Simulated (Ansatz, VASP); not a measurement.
Ir in VASP and in Ansatz

```xyz
1
Lattice="-0.0576 1.8909 1.8909 1.8909 -0.0576 1.8909 1.8909 1.8909 -0.0576" Properties=species:S:1:pos:R:3 pbc="T T T"
Ir    0.0000    0.0000    0.0000
```

Change from the starting cell: equal xy, yz and zx shear strains of -3 %.

Alike in both runs: task single point; functional PBEsol; k mesh 15 × 15 × 15; occupations fermi-dirac, width 0.05 eV; no spin polarisation.

|  | VASP | Ansatz |
| --- | --- | --- |
| version | VASP 6.6.1 | Ansatz 0.2.0 |
| potentials or method | VASP PAW PBE potentials, release 64 (Ir), cutoff 520 eV | all-electron LAPW, scalar-relativistic |

VASP gave:

```
pressure (GPa)                                  : -0.5
largest component of the traceless stress (GPa) : 8.24
```

**Question.** What did Ansatz give for the same quantities?

**Answer.** Pressure (GPa): -1.5; largest component of the traceless stress (GPa): 8.21.

Ansatz ran all-electron here, so the differences hold the error of VASP's frozen core and of both bases.

Caveats: the PAW data sets were made with another functional, which shifts forces and pressure a little (VASP). The runs have no spin-orbit coupling, so splittings on Ir are missing.
